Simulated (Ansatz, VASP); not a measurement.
## C in two plane-wave programs

Aim: how closely do two programs agree when they are given the same cell, functional and k mesh? The cell is taken from a series of runs on this material, whose earlier steps may have relaxed, scaled, displaced or heated it; both programs get it as it stands.

Method: plane waves, with VASP 6.6.1 beside it; single point at HSE06, in Ansatz 0.2.0.

**1. The structure**

It takes space group R-3m (No. 166, trigonal). The conventional cell has a = 2.460 Å, b = 2.460 Å, c = 55.900 Å, α = 90.00°, β = 90.00°, γ = 120.00°. C has 3 C at 1.42 Å nearest. Nearest to C lie 3 C at 1.42 Å. C has 3 C at 1.42 Å nearest.

**2. Ansatz: single point, HSE06**

Ansatz runs on its default PAW (the set named soft_2) files.

With cell and atoms fixed, the geometry can't cause a difference; cores, projectors, grids and the points listed under the comparison can.

The input, input.yaml:

```yaml
crystal:
  lattice:
    - [2.46, 0.0, 0.0]
    - [-1.23, 2.1304224933, 0.0]
    - [0.0, -1.4202816622, 18.6333333333]
  atoms:
    - { symbol: C, position: [0.2358944544, 0.4717889088, 0.7076833631] }
    - { symbol: C, position: [0.7497942755, 0.499588551, 0.2493828265] }
    - { symbol: C, position: [0.0828085868, 0.1656171735, 0.2484257603] }
    - { symbol: C, position: [0.9028801431, 0.8057602862, 0.7086404293] }
    - { symbol: C, position: [0.0225134168, 0.0450268336, 0.0675402504] }
    - { symbol: C, position: [0.9631753131, 0.9263506261, 0.8895259392] }
    - { symbol: C, position: [0.3564847943, 0.7129695886, 0.0694543828] }
    - { symbol: C, position: [0.6292039356, 0.2584078712, 0.8876118068] }
kpoints:
  mp_grid: { grid: [5, 5, 5] }
hamiltonian:
  xc: hse06
scf:
  occupations: { method: fixed }
  n_extra_bands: 6
  lower_state_search: "off"
  convergence: { dr2_threshold: 1.0e-09 }
output:
  eigenvalues: true
basis:
  ecutwfc: 650
```

Run with:

```sh
$ ansatz run input.yaml --threads 20 --pin off --max-ram 73728MiB --backend cpu --events-out ev --progress --plain --runs-dir out
```

Numbers of over 12 decimals in the logs are rounded to 6 here.

Output:

```text
scf.n_extra_bands = 6 over 16 filled bands (N_el = 32.0): the run solves 22 bands
Engine: ansatz 0.2.0, aarch64-unknown-linux-gnu
Pseudopotentials: kind: paw
Pseudopotential: C, paw, valence charge 4, recommended cutoff 420 eV (normal), C.paw.azcp
Functional definition: HSE06
  parameter a = 0.25
  parameter omega = 0.11/bohr
  exchange = pbe_x - a*pbe_x_sr(omega) + a*exact_x_sr(omega)
  correlation = pbe_c
davidson cushion auto → on  (no smearing: the cushion is to keep the highest requested band from converging to the state above it; pin scf.eigensolver.cushion to override)
Crystal: 8 atoms, lattice volume = 97.654 Å³
Basis set: ecut = 650 eV, 3659 PW (Γ)
Bands: 22, of which v1, the nominal top of the filled ones, is band 16 counted from 1 (15 counted from 0)
Symmetry: 12 space group operations
Space group: R-3m (ITA 166), of the structure as read, at distance tolerance 4.6e-5 Å
k-points: 19 of 125
Non-local potential: C, projectors of the file, l = 0: 2, l = 1: 2, l = 2: 1
PAW form: soft (Blöchl's): semilocal exchange-correlation on the pseudo side does not see the compensation charge
PAW frozen core: C, regenerated for the run's functional, and the local potential with it (the file was generated under x = pbe(κ = 0.804, μ = 0.219515), c = pbe(β = 0.066725))
PAW one-centre angular grid: C, 110 points (default); XC on 64 Gauss nodes
Initial density: superposition of atomic densities (neutral atoms: chi_scale 0, normalization atom), corrected by the library's trained network
Initial wavefunctions: pseudopotential atomic-orbital guess
Functional: x = pbe(κ = 0.804, μ = 0.219515), c = pbe(β = 0.066725), warm-up for x = pbe(κ = 0.804, μ = 0.219515) + 0.25 (exact − pbe) at short range (hse, ω = 0.207870 Å⁻¹), c = pbe(β = 0.066725); HSE06 as pw.x's `hse` composes it (authors' and Libxc's form: `xc: wpbeh`)
SCF iter   1: F=—  HF=-2007.373030 eV  |F-HF|=—  |Δ(HF+E_count)|=         —  Δρ=2.90e-3  dr2=8.23e-3  ethr=1.77e-3  ⟨swp⟩=10.7  Hψ=2319  notcnv=0
preconditioner: auto → none  [insulator: Δε(μ)=2.551 eV  Ē_g=14.609 eV  n_scr=12 (ndim 8)  ℏωp=21.3 eV  f_vac=0.284]
SCF iter   2: F=—  HF=-2007.372328 eV  |F-HF|=—  |Δ(HF+E_count)|=   7.02e-4  Δρ=1.23e-3  dr2=1.08e-3  ethr=2.57e-5  ⟨swp⟩=5.2  Hψ=1386  notcnv=0  defer=16
SCF iter   3: F=-2007.372420 eV  HF=-2007.372474 eV  |F-HF|=5.37e-5  |Δ(HF+E_count)|=   1.45e-4  Δρ=5.63e-4  dr2=3.18e-4  ethr=3.39e-6  ⟨swp⟩=4.8  Hψ=1311  notcnv=0  defer=16
SCF 1 stopped early in 3 iterations: F = -2007.372420 eV  dr2 = 3.18e-4
  greatest PAW one-centre occupation: 0.674 electrons in one spin orbital (limit 2), on the C atom at site 5 (counted from 0), in its partial waves of l = 0
Initial density: handed on by an earlier stage of this run
Initial wavefunctions: those handed on with the density
Functional: x = pbe(κ = 0.804, μ = 0.219515) + 0.25 (exact − pbe) at short range (hse, ω = 0.207870 Å⁻¹), c = pbe(β = 0.066725); HSE06 as pw.x's `hse` composes it (authors' and Libxc's form: `xc: wpbeh`)
Exchange kernel: α = 0.2500, screened, ω = 0.2079 Å⁻¹, Wigner–Seitz truncation, v(0) = 994.8341 eV·Å³, q-mesh 5×5×5, nearest image of the exchange supercell L = 12.30 Å, pair-density grid 18×18×160, without the augmentation charges, whose exchange is taken in its separable form by FFT convolution over the k-point mesh (the finest that the files' search goes to), smooth part of the exact exchange by density-matrix convolution
Frozen-core exchange: fock
SCF iter   1: F=—  HF=-2007.424158 eV  |F-HF|=—  |Δ(HF+E_count)|=         —  Δρ=7.36e-3  dr2=2.73e-2  ethr=9.93e-6  ⟨swp⟩=8.8  Hψ=2107  notcnv=0
preconditioner: auto → none  [insulator: Δε(μ)=3.148 eV  Ē_g=16.565 eV  n_scr=12 (ndim 8)  ℏωp=21.3 eV  f_vac=0.283]
SCF iter   2: F=—  HF=-2007.413520 eV  |F-HF|=—  |Δ(HF+E_count)|=   1.06e-2  Δρ=2.94e-3  dr2=3.25e-3  ethr=9.93e-6  ⟨swp⟩=3.6  Hψ=1374  notcnv=0
SCF iter   3: F=—  HF=-2007.419456 eV  |F-HF|=—  |Δ(HF+E_count)|=   5.94e-3  Δρ=9.52e-4  dr2=4.71e-4  ethr=9.15e-6  ⟨swp⟩=4.3  Hψ=1262  notcnv=0  defer=6
SCF iter   4: F=—  HF=-2007.419322 eV  |F-HF|=—  |Δ(HF+E_count)|=   1.35e-4  Δρ=2.09e-4  dr2=8.84e-5  ethr=1.45e-6  ⟨swp⟩=4.7  Hψ=1289  notcnv=0  defer=4
iter 5 solved again at ethr=1.61e-8 eV; its pass at ethr=2.53e-7 eV (dr2=5.14e-6 eV) is discarded
SCF iter   5: F=—  HF=-2007.419299 eV  |F-HF|=—  |Δ(HF+E_count)|=   2.32e-5  Δρ=1.09e-4  dr2=1.14e-5  ethr=1.61e-8  ⟨swp⟩=3.2  Hψ=2173  notcnv=0  defer=5
SCF iter   6: F=-2007.419372 eV  HF=-2007.419376 eV  |F-HF|=4.03e-6  |Δ(HF+E_count)|=   7.70e-5  Δρ=9.47e-5  dr2=5.93e-6  ethr=1.60e-8  ⟨swp⟩=5.5  Hψ=1543  notcnv=0  defer=11
SCF 2 stopped early in 6 iterations: F = -2007.419372 eV  dr2 = 5.93e-6
  greatest PAW one-centre occupation: 0.677 electrons in one spin orbital (limit 2), on the C atom at site 5 (counted from 0), in its partial waves of l = 0
hybrid outer 1: dexx = +7.865e-3 eV, tail = 2.31e-5 eV
Exchange kernel: α = 0.2500, screened, ω = 0.2079 Å⁻¹, Wigner–Seitz truncation, v(0) = 994.8341 eV·Å³, q-mesh 5×5×5, nearest image of the exchange supercell L = 12.30 Å, pair-density grid 18×18×160, without the augmentation charges, whose exchange is taken in its separable form by FFT convolution over the k-point mesh (the finest that the files' search goes to), smooth part of the exact exchange by density-matrix convolution
Frozen-core exchange: fock
SCF iter   1: F=—  HF=-2007.419369 eV  |F-HF|=—  |Δ(HF+E_count)|=         —  Δρ=2.74e-5  dr2=5.19e-7  ethr=3.61e-7  ⟨swp⟩=4.5  Hψ=1060  notcnv=0
preconditioner: auto → none  [insulator: Δε(μ)=3.151 eV  Ē_g=16.586 eV  n_scr=12 (ndim 8)  ℏωp=21.3 eV  f_vac=0.282]
SCF iter   2: F=—  HF=-2007.419369 eV  |F-HF|=—  |Δ(HF+E_count)|=   4.51e-8  Δρ=1.10e-5  dr2=8.34e-8  ethr=1.55e-9  ⟨swp⟩=4.6  Hψ=1465  notcnv=0  defer=6
SCF iter   3: F=—  HF=-2007.419369 eV  |F-HF|=—  |Δ(HF+E_count)|=   7.47e-9  Δρ=4.96e-6  dr2=4.65e-8  ethr=1.86e-10  ⟨swp⟩=4.1  Hψ=1165  notcnv=0  defer=6
SCF iter   4: F=—  HF=-2007.419369 eV  |F-HF|=—  |Δ(HF+E_count)|=   2.56e-7  Δρ=7.12e-6  dr2=5.34e-8  ethr=2.63e-11  ⟨swp⟩=6.0  Hψ=1708  notcnv=0  defer=33
SCF iter   5: F=—  HF=-2007.419369 eV  |F-HF|=—  |Δ(HF+E_count)|=   1.24e-8  Δρ=2.44e-6  dr2=1.53e-8  ethr=2.63e-11  ⟨swp⟩=4.5  Hψ=1490  notcnv=0  defer=8
iter 6 solved again at ethr=1.00e-12 eV; its pass at ethr=2.63e-11 eV (dr2=7.14e-11 eV) is discarded
SCF iter   6: F=—  HF=-2007.419369 eV  |F-HF|=—  |Δ(HF+E_count)|=   4.08e-9  Δρ=3.36e-7  dr2=1.00e-9  ethr=1.00e-12  ⟨swp⟩=3.7  Hψ=2235  notcnv=0
SCF iter   7: F=—  HF=-2007.419369 eV  |F-HF|=—  |Δ(HF+E_count)|=   4.28e-9  Δρ=1.36e-6  dr2=1.61e-9  ethr=1.00e-12  ⟨swp⟩=9.1  Hψ=1701  notcnv=0
SCF iter   8: F=-2007.419369 eV  HF=-2007.419369 eV  |F-HF|=1.59e-11  |Δ(HF+E_count)|=  4.67e-10  Δρ=1.47e-7  dr2=8.52e-11  ethr=1.00e-12  ⟨swp⟩=3.5  Hψ=1312  notcnv=0
SCF 3 converged in 8 iterations: F = -2007.419369 eV  dr2 = 8.52e-11
hybrid outer 2: dexx = +3.116e-7 eV, tail = 2.15e-9 eV, Δε = 2.92e-3 eV (about 3.72e-5 eV left of the loop's levels)
the search or the solves at the SCF's close seem to have found levels that the self-consistency loop had missed (the run counts 1). By its estimate they hold under 1e-12 electrons; where the run keeps them, the occupations were computed again with them
hybrid SCF converged: 2 outer / 14 inner (+3 warm-up), last move |dexx| = 3.12e-7 eV, tail = 2.15e-9 eV
Stability not checked: this state was not tested for a lower state beside it, because the functional holds exact exchange (a hybrid, or Hartree-Fock), whose exchange loop this test does not read (fock_operator; see scf.lower_state_search)
Free energy (F): -2007.419369 eV
Frozen-core exchange: fock
Harris-Foulkes:  -2007.419369 eV  (|F-HF|=1.59e-11)
Internal energy: -2007.419369 eV  (E = F + TS)
E sigma→0 (E₀):  -2007.419369 eV
Fermi energy:    2.236670 eV
--- Per-component energies (eV) ---
  E_band       = -217.024524
  E_kinetic    = 726.196658
  E_local      = -6084.763122  (includes V_loc(G=0)·N_el)
  E_nonlocal   = 214.722016
  E_hartree    = 2750.781960
  E_xc         = -310.873470
  E_vxc        = -381.085014  (∫ρ·V_xc dr)
  E_exx        = -71.935751  (= α·E_x^exact, valence–valence)
  E_paw        = -795.559532  (= ΣΔE_a)
  E_vpaw       = -49.787461  (= ΣTr[D̂ρ^β])
  E_aug_tail   = 0.000009  (compensation charges beyond the density's cutoff)
  E_ewald      = 1564.149609
  E_core_change = -0.137746  (= ΣΔE_core)
  E_smearing   = -0.000000  (= −TS)
  E_closure    = -0.000000  (closes the sum)
  Σ components = -2007.419369   (vs F -2007.419369, Δ=0.00e0)
--- Band table (eV; the first three rows and the last of 19) ---
  k-point 0: bands = [... 12 lower, -0.1568, -0.1568, -0.1562, -0.1562, 7.3483, 8.3327, 9.1015, 11.4047, ... 2 higher]
  k-point 1: bands = [... 12 lower, -0.1568, -0.1568, -0.1562, -0.1562, 7.3652, 8.2372, 9.2672, 10.9766, ... 2 higher]
  k-point 2: bands = [... 12 lower, -0.1568, -0.1568, -0.1561, -0.1561, 7.3965, 8.1130, 9.5651, 10.5255, ... 2 higher]
  k-point 18: bands = [... 12 lower, 1.5946, 1.8668, 2.0950, 2.2367, 5.3871, 5.4522, 5.4958, 5.5713, ... 2 higher]
```

The column dr2 measures how far the density is from self-consistency, as an energy; F and HF (Harris–Foulkes) agree once it is small.

**3. VASP: single point, HSE06**

The same cell, functional and mesh now go to VASP, with its own data sets.

Lines of VASP's logs that name or quote its potential files are left out, and so is its time.

The run reads the wave functions of an earlier VASP run, which isn't shown here.

The input, INCAR:

```
SYSTEM = C
PREC = Accurate
ENCUT = 520
EDIFF = 1E-06
NELM = 100
ISMEAR = 0
SIGMA = 0.01
LREAL = .FALSE.
ALGO = Normal
LHFCALC = .TRUE.
AEXX = 0.25
GGA = PE
HFSCREEN = 0.208
LASPH = .TRUE.
NBANDS = 24
PRECFOCK = Fast
LORBIT = 11
LWAVE = .FALSE.
LCHARG = .FALSE.
KPAR = 8
ISIF = 2
```

The input, POSCAR:

```
C
1.0
    2.4600000000      0.0000000000      0.0000000000
   -1.2300000000      2.1304224933      0.0000000000
    0.0000000000     -1.4202816622     18.6333333333
C
8
Direct
    0.2358944544      0.4717889088      0.7076833631
    0.7497942755      0.4995885510      0.2493828265
    0.0828085868      0.1656171735      0.2484257603
    0.9028801431      0.8057602862      0.7086404293
    0.0225134168      0.0450268336      0.0675402504
    0.9631753131      0.9263506261      0.8895259392
    0.3564847943      0.7129695886      0.0694543828
    0.6292039356      0.2584078712      0.8876118068
```

The input, KPOINTS:

```
Automatic mesh
0
Gamma
5 5 5
0 0 0
```

Potentials, in the order of the species: C (PBE family, release 64).

Run with:

```sh
$ mpirun -np 8 vasp_std
```

Output:

```text
[banner, memory and clock lines left out]
running    8 mpi-ranks, on    1 nodes
 distrk:  each k-point on    1 cores,    8 groups
 distr:  one band on    1 cores,    1 groups

 POSCAR found type information on POSCAR C
 POSCAR found :  1 types and       8 ions
|                                                                             |
|           W    W    AA    RRRRR   N    N  II  N    N   GGGG   !!!           |
|           W    W   A  A   R    R  NN   N  II  NN   N  G    G  !!!           |
|           W    W  A    A  R    R  N N  N  II  N N  N  G       !!!           |
|           W WW W  AAAAAA  RRRRR   N  N N  II  N  N N  G  GGG   !            |
|           WW  WW  A    A  R   R   N   NN  II  N   NN  G    G                |
|           W    W  A    A  R    R  N    N  II  N    N   GGGG   !!!           |
|                                                                             |
|     For optimal performance we recommend to set                             |
|       NCORE = 2 up to number-of-cores-per-socket                            |
|     NCORE specifies how many cores store one orbital (NPAR=cpu/NCORE).      |
|     This setting can greatly improve the performance of VASP for DFT.       |
|     The default, NCORE=1 might be grossly inefficient on modern             |
|     multi-core architectures or massively parallel machines. Do your        |
|     Unfortunately you need to use the default for GW and RPA                |
|     calculations (for HF NCORE is supported but not extensively tested      |
|     yet).                                                                   |
|                                                                             |

 LDA part: xc-table for (Slater+PW92), standard interpolation
 found WAVECAR, reading the header
 POSCAR, INCAR and KPOINTS ok, starting setup
 FFT: planning ... GRIDC
 FFT: planning ... GRID_SOFT
 FFT: planning ... GRID
 reading WAVECAR
 the WAVECAR file was read successfully
 initial charge from wavefunction
 entering main loop
       N       E                     dE             d eps       ncg     rms          rms(c)
DAV:   1    -0.845190321164E+02   -0.84519E+02   -0.97874E-01  1032   0.651E+00    0.142E+00
DAV:   2    -0.845189608999E+02    0.71217E-04   -0.13531E-02  1176   0.706E-01    0.891E-01
DAV:   3    -0.845159376687E+02    0.30232E-02   -0.26138E-03  1136   0.301E-01    0.488E-01
DAV:   4    -0.845151835602E+02    0.75411E-03   -0.93501E-04  1176   0.180E-01    0.256E-01
DAV:   5    -0.845150020290E+02    0.18153E-03   -0.21414E-04  1216   0.888E-02    0.134E-01
DAV:   6    -0.845149564919E+02    0.45537E-04   -0.44611E-05  1208   0.417E-02    0.720E-02
DAV:   7    -0.845149471786E+02    0.93133E-05   -0.97146E-06  1184   0.202E-02    0.390E-02
DAV:   8    -0.845149475959E+02   -0.41727E-06   -0.22624E-06  1056   0.100E-02
   1 F= -.84514948E+02 E0= -.84514948E+02  d E =-.567796E-74
```

(Part 1 of 2 ends here.)

[Lines on the potential files, build, host, timing and source positions are cut from VASP's logs without a mark.]

[Logs are printed without paths, hosts, clocks, repeated set-up lines and the standing remarks that a program may print on its own settings, such as how far it seeks lower states.]

[Hosts, paths, dates, database ids (printed as entryN), source tags and the programs' standing remarks are cut or masked in the printed files.]
